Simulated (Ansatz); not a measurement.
**TiNi under changes of volume**

One of the cells (13.279 Å³/atom); the others are scaled copies at fixed shape and fractional positions:

```
Ni Ti
1.0
     3.82195    0.00000    0.00000
     0.00000    3.82195    0.00000
     0.00000    0.00000    3.63625
Ni Ti
2 2
Direct
  0.00000 0.00000 0.00000
  0.50000 0.50000 0.00000
  0.50000 0.00000 0.51920
  0.00000 0.50000 0.48080
```

The cell comes from a database or a generator and needn't be the stable form of this composition.

| Quantity | Value |
| --- | --- |
| Program | Ansatz 0.2.0 |
| Functional | r2SCAN |
| Potentials or basis | Ansatz PAW |
| Cutoff | 500 eV (not typed: the program's choice for these potentials) |
| k mesh | 7 × 7 × 7 |
| Occupations | fermi-dirac, width 0.05 eV |
| Spin | collinear spin, ferromagnetic start |
| Starting moments | [1.0, 1.0, 1.0, 1.0] μB |

```tsv
volume (Å³/atom)	energy over the lowest point (meV/atom)	pressure (GPa)	moment (μB per cell)	largest force (eV/Å)
12.482	18.39	9.6	0.96	0.269
12.748	6.01	5.5	1.02	0.244
13.013	?	?	?	?
13.279	0.00	-1.5	1.19	0.193
13.545	5.02	-4.4	1.27	0.170
13.810	14.67	-7.1	1.34	0.148
14.076	28.46	-9.5	1.41	0.130
```

**Question.** What does the run at 13.013 Å³/atom give?

**Answer.** Energy over the lowest point 0.13 meV/atom; pressure 1.8 GPa; moment 1.10 μB per cell; largest force 0.218 eV/Å.

Worked out: A Birch-Murnaghan fit of order 3 (a polynomial in V^(-2/3)) to the other rows has its minimum at 13.15 Å³/atom with B0 = V·E''(V) = 163 GPa and B' = 4.5 at fixed shape and positions, which overstates the stiffness. It gives 0.12 meV/atom at 13.013 Å³/atom, against the run's 0.13, and -dE/dV = 1.8 GPa, against 1.8. A parabola through the other rows of the moment, of slope 0.294 μB per Å³/atom there, gives 1.11 μB, against the run's 1.10.

Energies are extrapolated to zero smearing.

Caveats: the magnetic or orbital state may not be the lowest; the PAW data sets come from PBE, with cores solved anew for the run's functional, which leaves a small shift of forces and pressure.
